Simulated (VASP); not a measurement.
## C (strained diamond): one PBE single-point calculation in two programs

```
C
1.0
     0.00000    1.76232    1.78408
     1.76232    0.00000    1.78408
     1.76232    1.76232    0.00000
C
2
Direct
  0.00000 0.00000 0.00000
  0.25000 0.25000 0.25000
```

The two codes use different PAW datasets and cutoffs. VASP's cell holds 8 valence electrons and Ansatz's 8. Ansatz's stress includes a Pulay correction; VASP's doesn't.

Cutoffs: 520 eV in VASP, 420 eV in Ansatz. k meshes: 12×12×12 and 12×12×12.

```
                               VASP    Ansatz
gap between bands v and c   4.02 eV   4.03 eV
         least direct gap   5.54 eV   5.55 eV
                 pressure  13.3 GPa  12.5 GPa
```

Band v is the last that the valence electrons fill when counted band by band, and c is the next. Levels in eV from the top of v, Ansatz:

```json
{"point": "Γ", "v−1": "0.00", "v": "0.00", "c": "5.55", "c+1": "5.55"}
{"point": "X", "v−1": "-6.58", "v": "-6.58", "c": "4.65", "c+1": "4.65"}
{"point": "K", "v−1": "-9.63", "v": "-5.43", "c": "5.88", "c+1": "11.08"}
{"point": "L", "v−1": "-3.05", "v": "-2.82", "c": "8.37", "c+1": "8.55"}
{"point": "W", "v−1": "-8.60", "v": "-8.60", "c": "10.74", "c+1": "10.74"}
```

VASP:

| point | v−1 | v | c | c+1 |
| --- | --- | --- | --- | --- |
| Γ | 0.00 | 0.00 | 5.54 | 5.54 |
| X | -6.56 | -6.56 | 4.65 | 4.65 |
| K | -9.62 | -5.42 | 5.87 | 11.09 |
| L | -3.04 | -2.81 | 8.37 | 8.55 |
| W | -8.59 | -8.59 | 10.74 | 10.74 |
